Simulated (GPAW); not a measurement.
The system is Mo.

```
CELL_PARAMETERS angstrom
-1.58381 1.58381 1.58381
1.58381 -1.58381 1.58381
1.58381 1.58381 -1.58381
ATOMIC_POSITIONS crystal
Mo 0.00000 0.00000 0.00000
```

| Property | Result |
| --- | --- |
| Program | GPAW 26.7.0 |
| Task | single point |
| Functional | PBEsol |
| Potentials or basis | PAW data sets generated in the run's folder for this functional |
| Cutoff | 600 eV |
| Basis | pw |
| k mesh | 12 × 12 × 12 |
| Occupations | fermi-dirac, width 0.05 eV |
| Spin | no spin polarisation |

On this cell: pressure -10.0 GPa; band gap on the k mesh none (metal or under the smearing width).

The same run follows on a disturbed copy (cell strained at random at fixed volume):

```
CELL_PARAMETERS angstrom
-1.59439 1.59130 1.58454
1.61239 -1.54306 1.55430
1.60659 1.55526 -1.53630
ATOMIC_POSITIONS crystal
Mo 0.99511 0.97150 0.97202
```

**Question.** What changes?

**Answer.** The energy (extrapolated to zero smearing) moves by +12.2 meV/atom; pressure -9.7 GPa; band gap on the k mesh none (metal or under the smearing width).

Stress tensor (GPa, compression positive):
```
-14.90  -0.80  -1.22
 -0.80  -7.58  -3.09
 -1.22  -3.09  -6.69
```
